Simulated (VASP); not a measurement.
Wanted: the native input for a VASP 6.6.1 run.

| Item | Value |
| --- | --- |
| Task | electron localisation function |
| Functional | PBEsol |
| Potentials or basis | VASP PAW PBE potentials, release 64 (Si, C_h) |
| Cutoff | 900 eV |
| k mesh | 6 × 6 × 6 |
| Occupations | fermi-dirac, width 0.1 eV |
| Spin | no spin polarisation |
| Further INCAR settings | ALGO = Conjugate; EDIFF = 1e-07; ISYM = 1 |

The structure of SiC (Moissanite 3C) lies in SiC.cif:

```cif
data_SiC
_cell_length_a 4.35800000
_cell_length_b 4.35800000
_cell_length_c 4.35800000
_cell_angle_alpha 90.00000000
_cell_angle_beta 90.00000000
_cell_angle_gamma 90.00000000
_space_group_name_H-M_alt 'F-43m'
_space_group_name_Hall 'F -4 2 3'
_space_group_IT_number 216
loop_
_space_group_symop_operation_xyz
'x,y,z'
'y,-x,-z'
'-x,-y,z'
'-y,x,-z'
'x,-y,-z'
'y,x,z'
'-x,y,-z'
'-y,-x,z'
'z,x,y'
'-z,y,-x'
'z,-x,-y'
'-z,-y,x'
'-z,x,-y'
'z,y,x'
'-z,-x,y'
'z,-y,-x'
'y,z,x'
'-x,-z,y'
'-y,z,-x'
'x,-z,-y'
'-y,-z,x'
'x,z,y'
'y,-z,-x'
'-x,z,-y'
'x,y+1/2,z+1/2'
'y,-x+1/2,-z+1/2'
'-x,-y+1/2,z+1/2'
'-y,x+1/2,-z+1/2'
'x,-y+1/2,-z+1/2'
'y,x+1/2,z+1/2'
'-x,y+1/2,-z+1/2'
'-y,-x+1/2,z+1/2'
'z,x+1/2,y+1/2'
'-z,y+1/2,-x+1/2'
'z,-x+1/2,-y+1/2'
'-z,-y+1/2,x+1/2'
'-z,x+1/2,-y+1/2'
'z,y+1/2,x+1/2'
'-z,-x+1/2,y+1/2'
'z,-y+1/2,-x+1/2'
'y,z+1/2,x+1/2'
'-x,-z+1/2,y+1/2'
'-y,z+1/2,-x+1/2'
'x,-z+1/2,-y+1/2'
'-y,-z+1/2,x+1/2'
'x,z+1/2,y+1/2'
'y,-z+1/2,-x+1/2'
'-x,z+1/2,-y+1/2'
'x+1/2,y,z+1/2'
'y+1/2,-x,-z+1/2'
'-x+1/2,-y,z+1/2'
'-y+1/2,x,-z+1/2'
'x+1/2,-y,-z+1/2'
'y+1/2,x,z+1/2'
'-x+1/2,y,-z+1/2'
'-y+1/2,-x,z+1/2'
'z+1/2,x,y+1/2'
'-z+1/2,y,-x+1/2'
'z+1/2,-x,-y+1/2'
'-z+1/2,-y,x+1/2'
'-z+1/2,x,-y+1/2'
'z+1/2,y,x+1/2'
'-z+1/2,-x,y+1/2'
'z+1/2,-y,-x+1/2'
'y+1/2,z,x+1/2'
'-x+1/2,-z,y+1/2'
'-y+1/2,z,-x+1/2'
'x+1/2,-z,-y+1/2'
'-y+1/2,-z,x+1/2'
'x+1/2,z,y+1/2'
'y+1/2,-z,-x+1/2'
'-x+1/2,z,-y+1/2'
'x+1/2,y+1/2,z'
'y+1/2,-x+1/2,-z'
'-x+1/2,-y+1/2,z'
'-y+1/2,x+1/2,-z'
'x+1/2,-y+1/2,-z'
'y+1/2,x+1/2,z'
'-x+1/2,y+1/2,-z'
'-y+1/2,-x+1/2,z'
'z+1/2,x+1/2,y'
'-z+1/2,y+1/2,-x'
'z+1/2,-x+1/2,-y'
'-z+1/2,-y+1/2,x'
'-z+1/2,x+1/2,-y'
'z+1/2,y+1/2,x'
'-z+1/2,-x+1/2,y'
'z+1/2,-y+1/2,-x'
'y+1/2,z+1/2,x'
'-x+1/2,-z+1/2,y'
'-y+1/2,z+1/2,-x'
'x+1/2,-z+1/2,-y'
'-y+1/2,-z+1/2,x'
'x+1/2,z+1/2,y'
'y+1/2,-z+1/2,-x'
'-x+1/2,z+1/2,-y'
loop_
_atom_site_label
_atom_site_type_symbol
_atom_site_symmetry_multiplicity
_atom_site_Wyckoff_symbol
_atom_site_fract_x
_atom_site_fract_y
_atom_site_fract_z
_atom_site_occupancy
Si1 Si 4 a 0.0000000000 0.0000000000 0.0000000000 1
C1 C 4 c 0.2500000000 0.2500000000 0.2500000000 1
```

The structure of SiC (Moissanite 3C) lies in POSCAR:

```
Si C 
 1.0000000000000000
     4.3579999999999997    0.0000000000000000    0.0000000000000000
     0.0000000000000000    4.3579999999999997    0.0000000000000000
     0.0000000000000000    0.0000000000000000    4.3579999999999997
 Si  C  
   4   4
Cartesian
  0.0000000000000000  0.0000000000000000  0.0000000000000000
  0.0000000000000000  2.1789999999999998  2.1789999999999998
  2.1789999999999998  0.0000000000000000  2.1789999999999998
  2.1789999999999998  2.1789999999999998  0.0000000000000000
  1.0894999999999999  1.0894999999999999  1.0894999999999999
  1.0894999999999999  3.2684999999999995  3.2684999999999995
  3.2684999999999995  3.2684999999999995  1.0894999999999999
  3.2684999999999995  1.0894999999999999  3.2684999999999995
```

These files were run (other wordings do the same):

INCAR

```
PREC = Accurate ; ENCUT = 900
EDIFF = 1E-7 ; ISMEAR = -1
SIGMA = 0.1 ; LREAL = False
LASPH = True ; NELM = 80
ALGO = Conjugate ; ISIF = 2
LWAVE = False ; LCHARG = True
GGA = PS ; LELF = True
ISYM = 1
```

KPOINTS

```
regular mesh
0
Gamma
  6 6 6
```

Potentials or basis: VASP PAW PBE potentials, release 64 (Si, C_h).

Launch:

```sh
$ ase convert -i cif -o vasp SiC.cif POSCAR
$ cat potpaw_PBE.64/Si/POTCAR potpaw_PBE.64/C_h/POTCAR > POTCAR
$ mpirun -np 1 vasp_std > vasp.out
```

It gave:

```json
{
 "Pressure": "0.0 GPa",
 "Band gap on the k mesh": "1.24 eV"
}
```

Caveat: the cutoff is under 1.25 times the usual one of these potentials, so pressure, stress and relaxed cells hold a basis-set (Pulay) error; the PAW data sets were made with another functional, which shifts forces and pressure a little.

Run time: 2.1 min on 1 thread of AMD EPYC 7R13 Processor (Zen 3) (shared host), peak memory 0.37 GiB.
